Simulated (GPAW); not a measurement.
Write an ASE script for GPAW 26.7.0 that does the following.

- Task: band structure
- Functional: LDA
- Potentials or basis: the program's PAW data sets (release 1.2.1) made for this functional
- Cutoff: 600 eV
- Basis: pw
- k mesh: 7 × 7 × 7
- Occupations: fermi-dirac, width 0.05 eV
- Spin: no spin polarisation
- Maxiter: 150
- Band path: GHNGPH,PN
- Band points: 80

Crystal: Sn.

```
Sn
1.0
    -1.89465    1.89465    1.89465
     1.89465   -1.89465    1.89465
     1.89465    1.89465   -1.89465
Sn
1
Direct
  0.00000 0.00000 0.00000
```

This isn't the form of Sn at room conditions, which is tetragonal (white tin).

These files were run (other wordings do the same):

run.py

```python
from ase import Atoms
from ase.dft.bandgap import bandgap
from ase.io import write
from ase.units import Bohr, GPa
from gpaw import GPAW, PW
from gpaw.elf import elf_from_dft_calculation

atoms = Atoms(['Sn'],
              cell=[[-1.8946518192, 1.8946518192, 1.8946518192],
                    [1.8946518192, -1.8946518192, 1.8946518192],
                    [1.8946518192, 1.8946518192, -1.8946518192]],
              scaled_positions=[[0.0, 0.0, 0.0]],
              pbc=True)

calc = GPAW(mode=PW(600),
            xc='LDA',
            kpts={'size': (7, 7, 7), 'gamma': True},
            occupations={'name': 'fermi-dirac', 'width': 0.05},
            nbands=14,
            convergence={'density': 1e-05, 'energy': 1e-05},
            maxiter=150,
            txt='gpaw.txt')
atoms.calc = calc
energy = atoms.get_potential_energy()
forces = atoms.get_forces()
stress = atoms.get_stress()
calc.write('gs.gpw')
write('result.traj', atoms)
print(f'Energy: {energy:.6f} eV')
print('Forces (eV/A):')
print(forces.round(4))
print('Stress (GPa):', (stress / GPa).round(3))
print('Fermi level:', round(calc.get_fermi_level(), 4), 'eV')
print(f'Gap: {bandgap(calc)[0]:.4f} eV, direct: {bandgap(calc, direct=True)[0]:.4f} eV')

# fields on the real-space grid
write('density.cube', atoms, data=calc.get_pseudo_density() * Bohr**3)
write('potential.cube', atoms, data=calc.get_electrostatic_potential())
write('elf.cube', atoms, data=elf_from_dft_calculation(calc).data)

path = atoms.cell.bandpath('GHNGPH,PN', npoints=80, eps=1e-4)
bs_calc = calc.fixed_density(kpts=path, symmetry='off', nbands=22,
                             convergence={'bands': 'CBM+6.0', 'eigenstates': 1e-6}, txt='bands.txt')
bs = bs_calc.band_structure()
bs.write('bs.json')
print(f'Gap on the path: {bandgap(bs_calc)[0]:.4f} eV')
```

Potentials or basis: the program's PAW data sets (release 1.2.1) made for this functional, pw.

Launch:

```bash
$ OMP_NUM_THREADS=1 python run.py
```

It gave:

| Property | Result |
| --- | --- |
| Pressure | -3.4 GPa |
| Band gap along the path | none (metal or under the smearing width) |

Caveat: spin-orbit coupling is left out, which moves the levels of the heavy elements.

Wall time 13 s on 1 thread of Arm Neoverse V2, on a shared host, peak memory 0.18 GiB.
